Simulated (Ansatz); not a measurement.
# Dielectric function and optical constants of BAs, part 2 of 2

What colour and refractive index does BAs have at this level of theory?

Ansatz 0.2.0; DFT, PBE, plane-wave PAW, default files, scalar-relativistic, independent-particle optical response without local fields.

So far. Step 2 (Ground state and bands): There is a gap, 1.21 eV on the path, so no carriers' term is needed. The cell is left with a pressure of 2.8 GPa, as it stands unrelaxed at this level.

## (3) Spectrum

With the density converged, the vertical transitions are summed over the zone.

This step: DFT, PBE, plane-wave PAW, default files, scalar-relativistic, independent-particle optical response without local fields (Ansatz 0.2.0).

The input, input.yaml:

```yaml
crystal:
  lattice:
    - [0.0, 2.3885, 2.3885]
    - [2.3885, 0.0, 2.3885]
    - [2.3885, 2.3885, 0.0]
  atoms:
    - { symbol: As, position: [0.75, 0.75, 0.75] }
    - { symbol: B, position: [0.0, 0.0, 0.0] }
kpoints:
  mp_grid: { grid: [8, 8, 8] }
scf:
  occupations: { method: fixed }
hamiltonian:
  xc: pbe
  pseudopotentials: { kind: paw }
output:
  optics:
    e_range: [0, 20]
    de: 0.05
    sigma: 0.1
    nscf_kmesh: { grid: [12, 12, 12] }
    bands: { spectra_wanted_up_to: 20 }
```

Launch:

```sh
$ ansatz run input.yaml --threads 4 --pin off --max-ram 8192MiB --backend cpu --events-out ev --progress --plain --runs-dir out
```

Numbers of over 12 decimals in the logs are rounded to 6 here.

Log:

```text
[...]
Crystal: 2 atoms, lattice volume = 27.252 Å³
Basis set: ecut = 420 eV, 531 PW (Γ)
Bands: 13, of which v1, the nominal top of the filled ones, is band 9 counted from 1 (8 counted from 0)
Symmetry: 24 space group operations
[...]
k-points: 29 of 512 (time reversal used)
[...]
SCF iter   1: F=—  HF=-5012.098032 eV  |F-HF|=—  |Δ(HF+E_count)|=         —  Δρ=8.04e-4  dr2=1.04e-4  ethr=1.77e-3  ⟨swp⟩=4.3  Hψ=1883  notcnv=0  defer=37
[...]
SCF iter   8: F=-5012.098094 eV  HF=-5012.098094 eV  |F-HF|=5.46e-12  |Δ(HF+E_count)|=  5.09e-11  Δρ=1.10e-7  dr2=4.41e-12  ethr=1.00e-12  ⟨swp⟩=4.1  Hψ=1407  notcnv=0
SCF 1 converged in 8 iterations: F = -5012.098094 eV  dr2 = 4.41e-12
[...]
NSCF: frozen V_eff on 72 k-points
[...]
output.optics: what the bands over the 25 summed would add to eps1, eps2 and the energy-loss function is held between a lower and an upper bound (6 Lanczos steps). eps1, eps2 and their loss function (loss_summed_bands) are given on every row as the summed bands alone make them. Along an axis, on a row where the two bounds hold the loss function to about 1 % of the greater of itself and 0.5 % of |1/eps|, its cell (loss_completed) is given, with the completed eps1 and eps2 that it is formed of (a cell that is left empty reads nan in the table and null in the record). The two bounds hold it so along every axis on all 401 rows up to 20.000 eV. [rest of the remark cut]
SCF converged after 8 iterations
Free energy (F): -5012.098094 eV
[...]
Internal energy: -5012.098094 eV  (E = F + TS)
E sigma→0 (E₀):  -5012.098094 eV
Fermi energy:    11.126702 eV
[...]
--- Band table (eV; the first three rows and the last of 29) ---
  k-point 0: bands = [... 5 lower, -4.2770, 11.1267, 11.1267, 11.1267, 14.4073, 14.4073, 14.4073, 15.8003]
  k-point 1: bands = [... 5 lower, -4.0209, 9.1629, 10.6890, 10.6890, 14.5218, 14.9846, 14.9846, 17.0810]
  k-point 2: bands = [... 5 lower, -3.2753, 6.1921, 9.9790, 9.9790, 14.1913, 15.7861, 15.7861, 19.0311]
  k-point 28: bands = [... 5 lower, 0.0641, 3.0745, 5.6456, 5.9402, 16.3925, 17.0683, 17.9428, 18.1741]
```

Wall time 5.5 s (4 threads of Arm Neoverse V2, shared host); peak memory 0.59 GiB; 20 s of CPU time.

Numbers from this step:

```
electronic dielectric constant ε∞, mean over x, y and z (by symmetry where fewer were run)                                                          : 10.10
absorption onset, first axis (α over 10⁴ cm⁻¹, or the direct gap if that lies higher)                                                               : 3.281 eV
main peak of Im epsilon, first axis                                                                                                                 : 5.589 eV
photocurrent from vertical transitions in a film 500 nm thick on a perfect mirror (two passes), AM1.5G, no front reflection, all carriers collected : 0.8648 mA/cm²
least direct gap on the mesh                                                                                                                        : 3.281 eV
bands summed                                                                                                                                        : 25
spectra valid up to                                                                                                                                 : 30.98 eV
program's estimate of the k-sum error in Im epsilon                                                                                                 : 0.19 %
electrons in the f-sum                                                                                                                              : 8.542
```

The Im ε, any direction has structure finer than the step of the table below, so its rows give means over 0.5 eV, whole bins alone (the curve runs from 0 to 20 eV). Peaks (eV: height): 5.60: 48.4.

Im ε, any direction against photon energy; means over each step:

photon energy (eV), Im ε, any direction and a bar:
```
      2.5        0.0 
      3.0        0.1 
      3.5        3.7 ###
      4.0        8.7 #######
      4.5       14.6 #############
      5.0       18.0 ################
      5.5       34.8 ##############################
      6.0       20.7 ##################
      6.5       14.8 #############
      7.0       11.5 ##########
      7.5        8.5 #######
      8.0        6.0 #####
      8.5        4.5 ####
      9.0        3.4 ###
      9.5        2.7 ##
     10.0        2.2 ##
     10.5        1.8 ##
     11.0        1.9 ##
     11.5        1.6 #
     12.0        1.3 #
     12.5        1.2 #
     13.0        1.2 #
     13.5        1.0 #
     14.0        0.9 #
     14.5        0.8 #
     15.0        0.7 #
     15.5        0.6 #
     16.0        0.5 
     16.5        0.5 
     17.0        0.5 
     17.5        0.4 
     18.0        0.4 
     18.5        0.4 
     19.0        0.4 
     19.5        0.4
```

Table of Re ε, any direction by photon energy:

photon energy (eV), Re ε, any direction and a bar from the least value:
```
      0.0       10.1 ###################
      0.5       10.2 ###################
      1.0       10.4 ####################
      1.5       10.9 ####################
      2.0       11.6 #####################
      2.5       12.8 ######################
      3.0       15.1 ########################
      3.5       19.1 ############################
      4.0       19.9 #############################
      4.5       19.2 ############################
      5.0       16.4 #########################
      5.5       21.2 ##############################
      6.0       -9.8 
      6.5       -5.4 ####
      7.0       -7.5 ##
      7.5       -7.8 ##
      8.0       -6.7 ###
      8.5       -5.7 ####
      9.0       -4.8 #####
      9.5       -4.1 ######
     10.0       -3.5 ######
     10.5       -2.9 #######
     11.0       -2.3 #######
     11.5       -2.2 #######
     12.0       -1.9 ########
     12.5       -1.6 ########
     13.0       -1.5 ########
     13.5       -1.4 ########
     14.0       -1.2 ########
     14.5       -1.0 ########
     15.0       -0.9 #########
     15.5       -0.8 #########
     16.0       -0.7 #########
     16.5       -0.5 #########
     17.0       -0.5 #########
     17.5       -0.4 #########
     18.0       -0.3 #########
     18.5       -0.2 #########
     19.0       -0.2 #########
     19.5       -0.2 #########
     20.0       -0.1 #########
```

Values under 1 per cm are given as 1. Table of absorption coefficient, any direction by photon energy:

```
photon energy (eV)  absorption coefficient, any direction (1/cm)
             0.000                                             1
             0.500                                             1
             1.000                                             1
             1.500                                             1
             2.000                                             1
             2.500                                             1
             3.000                                          1.89
             3.500                                         1.6e5
             4.000                                         3.8e5
             4.500                                         7.3e5
             5.000                                         1.0e6
             5.500                                         1.9e6
             6.000                                         2.4e6
             6.500                                         2.1e6
             7.000                                         2.3e6
             7.500                                         2.4e6
             8.000                                         2.3e6
             8.500                                         2.2e6
             9.000                                         2.1e6
             9.500                                         2.0e6
            10.000                                         2.0e6
            10.500                                         1.9e6
            11.000                                         1.8e6
            11.500                                         1.8e6
            12.000                                         1.8e6
            12.500                                         1.7e6
            13.000                                         1.7e6
            13.500                                         1.7e6
            14.000                                         1.6e6
            14.500                                         1.6e6
            15.000                                         1.5e6
            15.500                                         1.5e6
            16.000                                         1.4e6
            16.500                                         1.3e6
            17.000                                         1.3e6
            17.500                                         1.2e6
            18.000                                         1.2e6
            18.500                                         1.1e6
            19.000                                         1.1e6
            19.500                                         1.1e6
            20.000                                         9.7e5
```

Table of loss function −Im 1/ε at q → 0, any direction by energy loss; read off at these points:

```
energy loss (eV)  loss function −Im 1/ε at q → 0, any direction
               3                                              0
               4                                         0.0183
               5                                         0.0303
               6                                         0.0411
               7                                         0.0617
               8                                         0.0746
               9                                         0.0980
              10                                          0.131
              11                                          0.217
              12                                          0.245
              13                                          0.328
              14                                          0.404
              15                                          0.550
              16                                          0.697
              17                                           1.09
              18                                           1.57
              19                                           2.01
              20                                           2.86
```

Refractive index n and extinction k against photon energy:

```
photon energy (eV)      n       k
               0.0   3.18       0
               0.5   3.19       0
               1.0   3.23       0
               1.5   3.30       0
               2.0   3.41       0
               2.5   3.58       0
               3.0   3.89  6.2e-6
               3.5   4.40   0.443
               4.0   4.57   0.948
               4.5   4.67    1.61
               5.0   4.51    1.97
               5.5   5.77    3.47
               6.0   2.45    3.97
               6.5   2.26    3.24
               7.0   1.73    3.24
               7.5   1.36    3.11
               8.0   1.07    2.79
               8.5  0.877    2.54
               9.0  0.740    2.32
               9.5  0.644    2.12
              10.0  0.572    1.95
              10.5  0.490    1.76
              11.0  0.592    1.62
              11.5  0.501    1.58
              12.0  0.455    1.46
              12.5  0.456    1.36
              13.0  0.449    1.30
              13.5  0.406    1.24
              14.0  0.381    1.15
              14.5  0.369    1.08
              15.0  0.367    1.01
              15.5  0.330   0.967
              16.0  0.298   0.884
              16.5  0.321   0.802
              17.0  0.331   0.754
              17.5  0.312   0.701
              18.0  0.316   0.639
              18.5  0.335   0.594
              19.0  0.335   0.568
              19.5  0.331   0.543
              20.0  0.283   0.477
```

From ε follow the optical constants at some laser and lamp lines:

```
wavelength (nm)     n      k  R (%)        1/α
           1064  3.25  0.000   28.0  over 1 mm
            633  3.40  0.000   29.7  over 1 mm
            532  3.51  0.000   31.0  over 1 mm
            405  3.95  0.000   35.5     105 µm
            365  4.37  0.324   39.6      90 nm
            308  4.57  0.976   42.8      25 nm
            248  4.51  1.968   47.3      10 nm
```

Rows near the edge hang on the gap, which this functional as a rule makes too small, and phonon-assisted absorption is left out.

Through 1 µm of it, D65 light comes out colourless, dimmed by reflection (x = 0.318, y = 0.335; 53 % transmitted).

The f-sum over the summed bands holds 8.5 of the cell's 18 electrons outside the frozen cores, 10 of which lie in bands more than 12 eV below the Fermi level, whose transitions come at higher energies. Up to 20 eV the strength has a mean oscillator energy of 6.4 eV, close to the main peak.

## (4) Outcome

- gap on the path: 1.21 eV
- least direct gap on the path: 3.28 eV
- electronic dielectric constant ε∞, mean over x, y and z (by symmetry where fewer were run) (independent particles): 10.1
- absorption onset, first axis (α over 10⁴ cm⁻¹, or the direct gap if that lies higher): 3.28 eV
- main peak of Im epsilon, first axis: 5.59 eV
- photocurrent from vertical transitions in a film 500 nm thick on a perfect mirror (two passes), AM1.5G, no front reflection, all carriers collected: 0.865 mA/cm²

In words: At this level (PBE, independent particles) BAs has ε∞ = 10.1 and n = 3.21 at 1550 nm; absorption sets in near 3.3 eV, and Im ε peaks at 5.6 eV. The gap is indirect (1.21 eV), so absorption without phonons can begin only at the direct gap of 3.28 eV. Lines 0.1 eV wide carry a tail of absorption under the direct gap, past the threshold already at 3.20 eV. Absorption passes 10⁴ cm⁻¹ from the direct gap on, 3.28 eV, in the ultraviolet, so the visible is passed, but for phonon-assisted absorption over the indirect gap, which is left out. The f-sum over the summed bands holds 8.5 of the cell's 18 electrons outside the frozen cores, 10 of which lie in bands more than 12 eV below the Fermi level, whose transitions come at higher energies. Up to 20 eV the strength has a mean oscillator energy of 6.4 eV, close to the main peak. Through 1 µm of it, D65 light comes out colourless, dimmed by reflection (x = 0.318, y = 0.335; 53 % transmitted). Excitons and phonon-assisted transitions are missing, and so are local fields; PBE gaps are as a rule too small, which pulls the onset down and ε∞ up. In the base run ε includes the program's bounded estimate of what the bands above those summed add.

Calculation against experiment:

| quantity | measured | PBE |
| --- | --- | --- |
| band gap (direct gap) (eV) | 4.12 | 3.28 (-0.84 eV) |

Measured values from arxiv:1911.04914 (2019).

Verdict: The band gap is off by -0.84 eV: a clear miss. Local and semilocal functionals usually give gaps below the measured ones. An optical gap can lie under the band gap by the exciton's binding. Zero-point and thermal motion shift the measured gap. No cell relaxation is part of this session.

[Logs are printed without paths, hosts, clocks, repeated set-up lines and the standing remarks that a program may print on its own settings, such as how far it seeks lower states.]

[Hosts, paths, dates, database ids (printed as entryN), source tags and the programs' standing remarks are cut or masked in the printed files.]
